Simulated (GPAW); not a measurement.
Runs of GPAW 26.7.0 on CdS (Greenockite). Symmetry: P6_3mc, No. 186, hexagonal system. Conventional cell: a = 4.150 Å, b = 4.150 Å, c = 6.737 Å, α = 90.00°, β = 90.00°, γ = 120.00°. Cd (site symmetry 3m) is surrounded by 4 S at 2.53 to 2.54 Å. S (site symmetry 3m) has 4 Cd at 2.53 to 2.54 Å as nearest neighbours. 

```tsv
task	level	potentials or basis	spin	cell	k mesh	cutoff (eV)	smearing	band path	band points	spin axis theta (degrees)	spin axis phi (degrees)	eigensolver	gap on the mesh (eV)	pressure (GPa)	relaxed volume (Å³/atom)	largest force (eV/Å)
band structure	vdW-DF2	GPAW PAW data sets (gpaw-data 1.2.1), pw	SOC, no magnetisation	as given	5 × 5 × 3	600	fermi-dirac 0.05 eV	GMKGALHA,LM,KH	100	90	45	-	1.02	-	-	0.06
band structure	revTPSS	GPAW PAW data sets (gpaw-data 1.2.1), pw	SOC, no magnetisation	as given	5 × 5 × 3	600	fermi-dirac 0.05 eV	GMKGALHA,LM,KH	100	90	0	davidson	1.30	0.8	-	0.07
single point	PBE	GPAW PAW data sets (gpaw-data 1.2.1), pw	off	as given	7 × 7 × 4	600	gaussian 0.018 eV	-	-	-	-	-	1.18	1.8	-	0.07
relaxation of cell and atoms	SCAN+D3	GPAW PAW data sets (gpaw-data 1.2.1), pw	off	relaxed	5 × 5 × 3	600	fermi-dirac 0.05 eV	-	-	-	-	-	1.56	0.0	24.92	0.01
relaxation of cell and atoms	r2SCAN+D3(BJ)	GPAW PAW data sets (gpaw-data 1.2.1), pw	off	relaxed	5 × 5 × 3	600	fermi-dirac 0.05 eV	-	-	-	-	-	1.63	-0.2	25.06	0.02
relaxation of cell and atoms	revPBE	the program's PAW data sets (release 1.2.1) made for this functional, pw	off	relaxed	5 × 5 × 3	600	fermi-dirac 0.05 eV	-	-	-	-	-	1.17	0.0	(b)	0.01
band structure	TASK	GPAW PAW data sets (gpaw-data 1.2.1), pw	SOC, no magnetisation	as given	5 × 5 × 3	600	fermi-dirac 0.05 eV	GMKGALHA,LM,KH	100	0	0	-	2.69	5.7	-	0.07
band structure	mBEEF	GPAW PAW data sets (gpaw-data 1.2.1), pw	SOC, no magnetisation	as given	5 × 5 × 3	600	fermi-dirac 0.05 eV	GMKGALHA,LM,KH	60	90	45	-	1.91	(a)	-	0.07
band structure	C09-vdW	GPAW PAW data sets (gpaw-data 1.2.1), pw	SOC, no magnetisation	as given	5 × 5 × 3	600	fermi-dirac 0.05 eV	GMKGALHA,LM,KH	100	90	45	-	1.07	-	-	0.06
band structure	PBE	SG15 ONCV 1.2, pw	off	as given	5 × 5 × 3	1100	fermi-dirac 0.05 eV	GMKGALHA,LM,KH	80	-	-	-	1.20	2.3	-	0.07
single point	PBE	GPAW PAW data sets (gpaw-data 1.2.1), pw	off	as given	7 × 7 × 4	600	gaussian 0.029 eV	-	-	-	-	-	1.18	1.8	-	0.07
```

**Question.** Fill in the values left out.

**Answer.** (a) 1.5; (b) 26.72.

Caveats: the PAW data sets were made with another functional, which shifts forces and pressure a little (some runs); spin-orbit coupling was added after a scalar SCF, so levels and gaps hold it while energy, forces, pressure and moments don't (some runs); this program's spin-orbit splittings come out too wide for heavy elements (some runs); later steps reuse the first step's grids (some runs).

A k mesh can miss the band edges, and rows without SOC leave out spin-orbit coupling on Cd.

The runs don't all hold the same shells in valence.
